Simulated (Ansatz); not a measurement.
**SrTiO3: Electric field gradients**

The cell is a structure deposited in the COD, its atoms then relaxed with PBE in this cell.

```xyz
5
Lattice="3.9050 0.0000 0.0000 0.0000 3.9050 0.0000 0.0000 0.0000 3.9050" Properties=species:S:1:pos:R:3 pbc="T T T"
Sr    0.0000    0.0000    0.0000
Ti    1.9525    1.9525    1.9525
O     0.0000    1.9525    1.9525
O     1.9525    0.0000    1.9525
O     1.9525    1.9525    0.0000
```

Atom numbers follow the list; atoms alike are taken as one site, whose name carries the number of the first.

The numbers come from a DFT calculation in Ansatz (PBE, plane waves and PAW, with spin–orbit coupling, 420 eV cutoff, Γ-centred 8×8×8 k-points, Fermi–Dirac smearing 0.02 eV).

C_Q = eQV_zz/h, which is 24.18 MHz for Q = 1 b and V_zz = 10²¹ V/m²; η = (V_xx − V_yy)/V_zz.

87Sr: I = 9/2, Q = 305.0 mb; Ti-47: I = 5/2, Q = 302.0 mb; O-17: I = 5/2, Q = -25.58 mb. Q values from Pyykkö, Mol. Phys. 116, 1328 (2018).

```csv
site,atoms (order as listed),first shell,"V_xx, V_yy, V_zz (10²¹ V/m²)",η,C_Q (MHz)
Sr,1,12 O at 2.76 Å,"0.00, 0.00, 0.00",–,0
Ti,2,6 O at 1.95 Å,"0.00, 0.00, 0.00",–,0
O,"3, 4, 5","2 Ti at 1.95 Å, angle 180°; also 4 Sr at 2.76 Å","-0.65, -0.65, 1.30",0.00,-0.803
```

An axis of threefold or higher order runs through O, so V_zz lies along it and η is zero. Sr and Ti sit on a cubic site, where every gradient vanishes.

This high-symmetry form of SrTiO3 is unstable when cold, to tilts of the octahedra. The symmetry of the cell holds that distortion back, wholly or in part, and it would change the field gradients, the more the larger the distortion.

The run took 14 s of wall time (14 s of CPU time) and 0.71 GiB at its peak, on 1 thread of Intel Xeon 6975P-C (Granite Rapids) (x86_64; 16 cores open to the job, memory cap 3.0 GiB, no GPU), a shared host with a load of 0.1 a core.
